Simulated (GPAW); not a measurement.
Runs of GPAW 26.7.0 on CsSnI3. Symmetry: Pm-3m, No. 221, cubic system. Conventional cell: a = 6.206 Å, b = 6.206 Å, c = 6.206 Å, α = 90.00°, β = 90.00°, γ = 90.00°. Around Cs (site symmetry m-3m) lie 12 I at 4.39 Å. Around I (site symmetry 4/mmm) lie 2 Sn at 3.10 Å. Around Sn (site symmetry m-3m) lie 6 I at 3.10 Å. 

| task | level | potentials or basis | cell | k mesh | cutoff (eV) | smearing | response ecut | response k mesh | response bands | kernels | coarser k mesh | mesh quality | gap on the mesh (eV) | pressure (GPa) | V0 of scaled cells (Å³/atom) | B0 (GPa) |
| --- | --- | --- | --- | --- | --- | --- | --- | --- | --- | --- | --- | --- | --- | --- | --- | --- |
| equation of state | PBEsol | PAW data sets generated in the run's folder for this functional, pw | as given | 5 × 5 × 5 | 600 | fermi-dirac 0.05 eV | - | - | - | - | - | not flagged | - | - | (d) | (c) |
| dielectric tensor | PBE | GPAW PAW data sets (gpaw-data 1.2.1), pw | as given | 4 × 4 × 4 | 450 | fermi-dirac 0.001 eV | 80 eV | 9 × 9 × 9 | 62 | ["RPA", "LR0.3", "Bootstrap"] | 6 × 6 × 6 | not flagged | 0.28 | - | - | - |
| Born charges | PBE+D3M(BJ) | GPAW PAW data sets (gpaw-data 1.2.1), pw | relaxed | 3 × 3 × 3 | 510 | fermi-dirac 0.01 eV | - | - | - | - | - | coarse | 3.20 | 0.0 | - | - |
| one-shot levels of the hybrid HSE06 | LDA | the program's PAW data sets (release 1.2.1) made for this functional, pw | as given | 2 × 2 × 2 | 500 | fermi-dirac 0.05 eV | - | - | - | - | - | coarse | 0.19 | -0.2 | - | - |
| equation of state | PBEsol | PAW data sets generated in the run's folder for this functional, pw | as given | 4 × 4 × 4 | 600 | fermi-dirac 0.05 eV | - | - | - | - | - | not flagged | - | - | 46.62 | 17 |
| band structure | PBEsol | PAW data sets generated in the run's folder for this functional, pw | as given | 5 × 5 × 5 | 600 | fermi-dirac 0.05 eV | - | - | - | - | - | not flagged | - | -0.7 | - | - |
| dielectric tensor | LDA | the program's PAW data sets (release 1.2.1) made for this functional, pw | as given | 4 × 4 × 4 | 450 | fermi-dirac 0.001 eV | 80 eV | 11 × 11 × 11 | 62 | ["RPA", "LR0.2", "ALDA"] | 8 × 8 × 8 | not flagged | (b) | - | - | - |
| electron localisation function | PBE | GPAW PAW data sets (gpaw-data 1.2.1), pw | as given | 3 × 3 × 3 | 510 | fermi-dirac 0.01 eV | - | - | - | - | - | coarse | 3.08 | (a) | - | - |

Alike in all rows: no spin polarisation.

**Question.** Estimate the missing entries.

**Answer.** (a) 0.2; (b) 0.27; (c) 18; (d) 45.84.

Caveats: some runs use coarse meshes; the cell was measured hot, at 500 K (some runs); spin-orbit coupling is left out, which moves the levels of the heavy elements (some runs); an odd mesh through Γ misses points on the zone boundary, where band edges often lie (some runs); the cutoff is short for stress and forces, so pressures can be off by a GPa or more (some runs); the dielectric constant isn't converged in the k mesh (some runs); the long-wavelength limit can be off by a per cent or two (some runs); the gap is small at this level, which inflates the dielectric constant (some runs).

A k mesh can miss the band edges, and the runs leave out spin-orbit coupling on Cs, I, Sn.

Not every run made on this cell is shown here.
